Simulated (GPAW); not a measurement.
# CdO (Monteponite) (Fm-3m) in GPAW: further runs

Runs on CdO (Monteponite). Level: PBE. Tasks: single point.

Everything below comes from runs of GPAW 26.7.0. Logs are shortened: lines on timing, memory, paths and dates and some standing lists are left out, and cuts for length are marked. The log counts tension as positive stress, the text compression.

### 1 Starting point

It takes space group Fm-3m (No. 225, cubic). Conventional cell: a = 4.699 Å, b = 4.699 Å, c = 4.699 Å, α = 90.00°, β = 90.00°, γ = 90.00°. Cd (site symmetry m-3m) has 6 O at 2.35 Å as nearest neighbours. O (site symmetry m-3m) is surrounded by 6 Cd at 2.35 Å.

### 2 Single point, PBE

Contents of run.py:

```python
from ase.dft.bandgap import bandgap
from ase.io import read, write
from ase.units import GPa
from gpaw import GPAW, PW

atoms = read('CdO.xyz')

calc = GPAW(mode=PW(800),
            xc='PBE',
            kpts={'size': (10, 10, 10), 'gamma': True},
            occupations={'name': 'methfessel-paxton', 'order': 0, 'width': 0.018000000000000002},
            nbands=18,
            convergence={'density': 1e-05, 'energy': 1e-05},
            maxiter=150,
            txt='gpaw.txt')
atoms.calc = calc
energy = atoms.get_potential_energy()
forces = atoms.get_forces()
stress = atoms.get_stress()
calc.write('gs.gpw')
write('result.traj', atoms)
print(f'Energy: {energy:.6f} eV')
print('Forces (eV/A):')
print(forces.round(4))
print('Stress (GPa):', (stress / GPa).round(3))
print('Fermi level:', round(calc.get_fermi_level(), 4), 'eV')
print(f'Gap: {bandgap(calc)[0]:.4f} eV, direct: {bandgap(calc, direct=True)[0]:.4f} eV')
```

Contents of CdO.xyz:

```xyz
2
Lattice="0.0000000000 2.3495000000 2.3495000000 2.3495000000 0.0000000000 2.3495000000 2.3495000000 2.3495000000 0.0000000000" Properties=species:S:1:pos:R:3 pbc="T T T"
Cd     0.0000000000      0.0000000000      0.0000000000
O      2.3495000000      2.3495000000      2.3495000000
```

Potentials or basis: GPAW PAW data sets (gpaw-data 1.2.1), pw.

Launch:

```bash
$ OMP_NUM_THREADS=1 python run.py
```

gpaw.txt:

```text
__  _  _
 | _ |_)|_||  |
 |__||  | ||/\| - 26.7.0

Input parameters:
  mode=PW(ecut=800.0),
  convergence={'density': 1e-05, 'energy': 1e-05},
  kpts=MonkhorstPack(size=(10, 10, 10), gamma=True),
  maxiter=150,
  nbands=18,
  occupations=Occupations(name='methfessel-paxton', order=0, width=0.018000000000000002),
  xc=XC(name='PBE')

Diagonalizing LCAO Hamiltonian
Converting LCAO to pw mode

               O

       Cd

Atoms  # Å, Bohr magnetons
|   | symbol |        x |        y |        z |    initial magnetic moments |
|---|--------|----------|----------|----------|-----------------------------|
| 0 |     Cd | 0.000000 | 0.000000 | 0.000000 | ( 0.0000,  0.0000,  0.0000) |
| 1 |      O | 2.349500 | 2.349500 | 2.349500 | ( 0.0000,  0.0000,  0.0000) |

Unit cell  # Å
| periodic |        x |        y |        z |  lengths |    angles |
|----------|----------|----------|----------|----------|-----------|
|      yes | 0.000000 | 2.349500 | 2.349500 | 3.322695 | 60.000000 |
|      yes | 2.349500 | 0.000000 | 2.349500 | 3.322695 | 60.000000 |
|      yes | 2.349500 | 2.349500 | 0.000000 | 3.322695 | 60.000000 |

Number of symmetries: 48
Symmetry operations  # r_c * U_cc + t_c -> r_c
|    | kind |            matrix            |
|----|------|------------------------------|
|  0 |  σ   |  1, 0, 0,  1, 0,-1,  1,-1, 0 |
|  1 |  C2  |  1, 0, 0,  1,-1, 0,  1, 0,-1 |
|  2 |  E   |  1, 0, 0,  0, 1, 0,  0, 0, 1 |
|  3 |  σ   |  1, 0, 0,  0, 0, 1,  0, 1, 0 |
|  4 |  C4  |  1, 0,-1,  1, 0, 0,  1,-1, 0 |
|  5 |  S6  |  1, 0,-1,  1,-1, 0,  1, 0, 0 |
|  6 |  σ   |  1, 0,-1,  0, 1,-1,  0, 0,-1 |
|  7 |  C3  |  1, 0,-1,  0, 0,-1,  0, 1,-1 |
|  8 |  S6  |  1,-1, 0,  1, 0, 0,  1, 0,-1 |
|  9 |  C4  |  1,-1, 0,  1, 0,-1,  1, 0, 0 |
| 10 |  C3  |  1,-1, 0,  0,-1, 1,  0,-1, 0 |
| 11 |  σ   |  1,-1, 0,  0,-1, 0,  0,-1, 1 |
| 12 |  σ   |  0, 1, 0,  1, 0, 0,  0, 0, 1 |
| 13 |  C4  |  0, 1, 0,  0, 1,-1, -1, 1, 0 |
| 14 |  C3  |  0, 1, 0,  0, 0, 1,  1, 0, 0 |
| 15 |  S6  |  0, 1, 0, -1, 1, 0,  0, 1,-1 |
| 16 |  C2  |  0, 1,-1,  1, 0,-1,  0, 0,-1 |
| 17 |  σ   |  0, 1,-1,  0, 1, 0, -1, 1, 0 |
| 18 |  S4  |  0, 1,-1,  0, 0,-1,  1, 0,-1 |
| 19 |  C4  |  0, 1,-1, -1, 1, 0,  0, 1, 0 |
| 20 |  C3  |  0, 0, 1,  1, 0, 0,  0, 1, 0 |
| 21 |  σ   |  0, 0, 1,  0, 1, 0,  1, 0, 0 |
| 22 |  S6  |  0, 0, 1,  0,-1, 1, -1, 0, 1 |
| 23 |  C4  |  0, 0, 1, -1, 0, 1,  0,-1, 1 |
| 24 |  S4  |  0, 0,-1,  1, 0,-1,  0, 1,-1 |
| 25 |  C3  |  0, 0,-1,  0, 1,-1,  1, 0,-1 |
| 26 |  C2  |  0, 0,-1,  0,-1, 0, -1, 0, 0 |
| 27 |  S6  |  0, 0,-1, -1, 0, 0,  0,-1, 0 |
| 28 |  S4  |  0,-1, 1,  1,-1, 0,  0,-1, 0 |
| 29 |  C4  |  0,-1, 1,  0, 0, 1, -1, 0, 1 |
| 30 |  C2  |  0,-1, 1,  0,-1, 0,  1,-1, 0 |
| 31 |  σ   |  0,-1, 1, -1, 0, 1,  0, 0, 1 |
| 32 |  C3  |  0,-1, 0,  1,-1, 0,  0,-1, 1 |
| 33 |  S6  |  0,-1, 0,  0, 0,-1, -1, 0, 0 |
| 34 |  S4  |  0,-1, 0,  0,-1, 1,  1,-1, 0 |
| 35 |  C2  |  0,-1, 0, -1, 0, 0,  0, 0,-1 |
| 36 |  C2  | -1, 1, 0,  0, 1, 0,  0, 1,-1 |
| 37 |  S6  | -1, 1, 0,  0, 1,-1,  0, 1, 0 |
| 38 |  S4  | -1, 1, 0, -1, 0, 1, -1, 0, 0 |
| 39 |  C3  | -1, 1, 0, -1, 0, 0, -1, 0, 1 |
| 40 |  S6  | -1, 0, 1,  0, 0, 1,  0,-1, 1 |
| 41 |  C2  | -1, 0, 1,  0,-1, 1,  0, 0, 1 |
| 42 |  C3  | -1, 0, 1, -1, 1, 0, -1, 0, 0 |
| 43 |  S4  | -1, 0, 1, -1, 0, 0, -1, 1, 0 |
| 44 |  C2  | -1, 0, 0,  0, 0,-1,  0,-1, 0 |
| 45 |  i   | -1, 0, 0,  0,-1, 0,  0, 0,-1 |
| 46 |  σ   | -1, 0, 0, -1, 1, 0, -1, 0, 1 |
[... 66 lines left out ...]
    |   5p |  0.000 |      -1.186 |    1.228 |
    |   4d | 10.000 |     -11.739 |    1.164 |
    |    s |        |      21.556 |    1.191 |
    |    p |        |      26.026 |    1.228 |
    |    d |        |      15.473 |    1.164 |

    Using partial waves for Cd as LCAO basis

  O:
    name:    Oxygen
    Z:       8.0
    valence: 6
    core:    2
    charge:  0.0  # [|e|]
    compensation charges:
      type: gauss
      rc: 0.21  # [Å]
      lmax: 2
    cutoffs:
      filter: 1.17  # [Å]
      core: 0.83  # [Å]
    projectors
    | kind |    occ | energy [eV] | rcut [Å] |
    |------|--------|-------------|----------|
    |   2s |  2.000 |     -23.961 |    0.688 |
    |   2p |  4.000 |      -9.029 |    0.598 |
    |    s |        |       3.251 |    0.688 |
    |    p |        |      18.182 |    0.598 |
    |    d |        |       0.000 |    0.619 |

    Using partial waves for O as LCAO basis

Reference energy: -154213.970638  # eV

eigensolver:
  PPCG
  Converge bands: occupied
  niter=2

density mixing:
  MSR1-Mixer
  Pratt-step length: 0.05
  Maximum mixing coefficient: 0.75
  Old densities: 10
  SVD Regularization: 0.005
  Good broyden scale: 1.0
  Trust region scale: 1.0
  Backstep threshold: 4.0
  History deletion threshold: 6.0
  Fourier metric: weight=20.0, sigma=0.015

occupation numbers:
  Methfessel-Paxton:
    width: 0.0180  # eV
    order: 0

poisson solver:
  ecut: 6400.0  # eV

xc functional:
  name: PBE with 2 nearest neighbor stencil

convergence criteria:
- Maximum integral of absolute [dens]ity change: 1e-05 electrons / valence electron
- Maximum [total energy] change in last 3 cyles: 1e-05 eV / valence electron
- Maximum integral of absolute [eigenst]ate change: 4e-08 eV^2 / valence electron
maximum number of iterations: 150

SCF iterations
|iter     | |      energy | eigst |  dens |
|---------|-|-------------|-------|-------|
|iter:   1| |   -9.911163 | -0.49 |       |
|iter:   2| |   -9.372152 | -2.20 | -0.95 |
|iter:   3| |   -8.167116 | -1.10 | -1.01 |
|iter:   4| |   -8.153264 | -3.34 | -1.51 |
|iter:   5| |   -8.148321 | -3.48 | -1.75 |
|iter:   6| |   -8.148376 | -5.29 | -2.95 |
|iter:   7| |   -8.148390c| -6.33 | -3.34 |
|iter:   8| |   -8.148390c| -8.29c| -4.33 |
|iter:   9| |   -8.148390c| -8.02c| -4.95 |
|iter:  10| |   -8.148390c| -9.28c| -5.93c|

Converged in 10 steps
Energy contributions relative to reference atoms: (reference = -154213.970638)

Energy contributions:
  Kinetic:          29.097858
  Coulomb:         -25.769017
  Zero:              0.200249
  External:          0.000000
  Xc:              -11.677460
  Entropy:          -0.000042
  Spinorbit:         0.000000
  ----------------------------
  Free energy:      -8.148411
  Extrapolated:     -8.148390

dipole moment: (-15.257405, -15.257405, -15.257405)  # |e|*Ang

Fermi level: 6.422
Eigenvalues  # (at kpt = [0.000, 0.000, 0.000])
| band index |      eig [eV] | occ [0-2] |
|------------|---------------|-----------|
|          0 |       -10.959 |     2.000 |
|        ... |               |           |
|          2 |        -0.243 |     2.000 |
|          3 |        -0.243 |     2.000 |
|          4 |         0.055 |     2.000 |
|          5 |         0.055 |     2.000 |
|          6 |         5.006 |     2.000 |
|          7 |         5.006 |     2.000 |
[... 8 lines left out ...]
|         16 |        24.532 |     0.000 |
|         17 |        29.627 |     0.000 |

No gap
No difference between direct/indirect transitions

Forces  # eV/Ang
|        x |        y |       z |
|----------|----------|---------|
| -0.00000 | -0.00000 | 0.00000 |  # Cd   0
| -0.00000 |  0.00000 | 0.00000 |  # O    1

Stress tensor  # eV/Ang^3
|         x |         y |         z |
|-----------|-----------|-----------|
| -0.034623 | -0.000000 | -0.000000 |
| -0.000000 | -0.034623 | -0.000000 |
| -0.000000 | -0.000000 | -0.034623 |

# Writing to gs.gpw (mode='')
```

stdout:

```text
Energy: -8.148390 eV
Forces (eV/A):
[[-0. -0.  0.]
 [-0.  0.  0.]]
Stress (GPa): [-5.547 -5.547 -5.547 -0.    -0.    -0.   ]
Fermi level: 6.4221 eV
Gap: 0.0000 eV, direct: 0.0000 eV
```

Run time: 27 s. Hardware: 1 thread of Arm Neoverse V1, shared host; peak memory 0.17 GiB.

Results:

- Free energy: -8.1484 eV
- Pressure: 5.5 GPa
- Band gap on the k mesh: none (metal or under the smearing width)

Levels at points of the mesh, in eV from the Fermi level:
```
           k point  band 7  band 8  band 9  band 10  band 11  band 12
(0.00, 0.00, 0.00)   -1.42   -1.42   -1.42    -0.44    14.57    16.99
(0.50, 0.50, 0.00)   -4.38   -2.38   -2.38     3.87     8.47    11.23
(0.50, 0.50, 0.50)   -3.81   -0.01   -0.01     4.38     7.29    11.82
```

Caveat: this crystal is a semiconductor, whose small gap the functional closes, so the metal is an error of the method.

### 3 Single point, PBE

run.py, as its differences from that of step 2:

```diff
@@ -5,3 +5,3 @@
 
-atoms = read('CdO.xyz')
+atoms = read('POSCAR')
 
@@ -10,3 +10,3 @@
             kpts={'size': (10, 10, 10), 'gamma': True},
-            occupations={'name': 'methfessel-paxton', 'order': 0, 'width': 0.018000000000000002},
+            occupations={'name': 'methfessel-paxton', 'order': 0, 'width': 0.019000000000000003},
             nbands=18,
```

Contents of POSCAR:

```
CdO
1.0
    0.0000000000      2.3495000000      2.3495000000
    2.3495000000      0.0000000000      2.3495000000
    2.3495000000      2.3495000000      0.0000000000
Cd O
1 1
Direct
    0.0000000000      0.0000000000      0.0000000000
    0.5000000000      0.5000000000      0.5000000000
```

Potentials or basis: GPAW PAW data sets (gpaw-data 1.2.1), pw.

Launch:

```bash
$ OMP_NUM_THREADS=1 python run.py
```

It took 27 s on 1 thread of Arm Neoverse V1, shared host; peak memory 0.17 GiB.

Results (log left out):

```yaml
Free_energy: -8.1484 eV
Pressure: 5.5 GPa
Band_gap_on_the_k_mesh: none (metal or under the smearing width)
```

Levels at points of the mesh, in eV from the Fermi level:
```tsv
k point	band 7	band 8	band 9	band 10	band 11	band 12
(0.00, 0.00, 0.00)	-1.42	-1.42	-1.42	-0.44	14.57	16.99
(0.50, 0.50, 0.00)	-4.38	-2.38	-2.38	3.87	8.47	11.23
(0.50, 0.50, 0.50)	-3.81	-0.02	-0.02	4.38	7.29	11.82
```

Caveat: this crystal is a semiconductor, whose small gap the functional closes, so the metal is an error of the method.

### 4 Single point, PBE

run.py, as its differences from that of step 3:

```diff
@@ -2,6 +2,7 @@
 from ase.io import read, write
-from ase.units import GPa
+from ase.units import Bohr, GPa
 from gpaw import GPAW, PW
+from gpaw.elf import elf_from_dft_calculation
 
-atoms = read('POSCAR')
+atoms = read('CdO.xyz')
 
@@ -10,3 +11,3 @@
             kpts={'size': (10, 10, 10), 'gamma': True},
-            occupations={'name': 'methfessel-paxton', 'order': 0, 'width': 0.019000000000000003},
+            occupations={'name': 'methfessel-paxton', 'order': 0, 'width': 0.02},
             nbands=18,
@@ -27 +28,6 @@
 print(f'Gap: {bandgap(calc)[0]:.4f} eV, direct: {bandgap(calc, direct=True)[0]:.4f} eV')
+
+# fields on the real-space grid
+write('density.cube', atoms, data=calc.get_pseudo_density() * Bohr**3)
+write('potential.cube', atoms, data=calc.get_electrostatic_potential())
+write('elf.cube', atoms, data=elf_from_dft_calculation(calc).data)
```

CdO.xyz is that of step 2.

Launch:

```bash
$ OMP_NUM_THREADS=1 python run.py
```

Run time: 28 s. Hardware: 1 thread of Arm Neoverse V1, shared host; peak memory 0.17 GiB.

The run converged. Its results:

- Free energy: -8.1484 eV
- Pressure: 5.5 GPa
- Band gap on the k mesh: none (metal or under the smearing width)

Levels at points of the mesh, in eV from the Fermi level:
| k point | band 6 | band 7 | band 8 | band 9 | band 10 | band 11 | band 12 | band 13 |
| --- | --- | --- | --- | --- | --- | --- | --- | --- |
| (0.00, 0.00, 0.00) | -6.37 | -1.42 | -1.42 | -1.42 | -0.44 | 14.57 | 16.99 | 16.99 |
| (0.50, 0.50, 0.00) | -5.66 | -4.38 | -2.38 | -2.38 | 3.87 | 8.47 | 11.23 | 13.25 |
| (0.50, 0.50, 0.50) | -6.11 | -3.81 | -0.02 | -0.02 | 4.38 | 7.29 | 11.82 | 11.82 |

Caveat: this crystal is a semiconductor, whose small gap the functional closes, so the metal is an error of the method.

### 5 Summary

```csv
smearing,gap on the mesh (eV),pressure (GPa)
gaussian 0.018 eV,none,5.5
gaussian 0.019 eV,none,5.5
gaussian 0.02 eV,none,5.5
```

Alike in all rows: task single point; level PBE; potentials or basis GPAW PAW data sets (gpaw-data 1.2.1), pw; no spin polarisation; cell as given; k mesh 10 × 10 × 10; cutoff (eV) 800.

Every run on the cell as given and a fine mesh finds a metal.

Caveats: this crystal is a semiconductor, whose small gap the functional closes, so the metal is an error of the method.

Absolute energies hang on the potentials; compare differences alone.
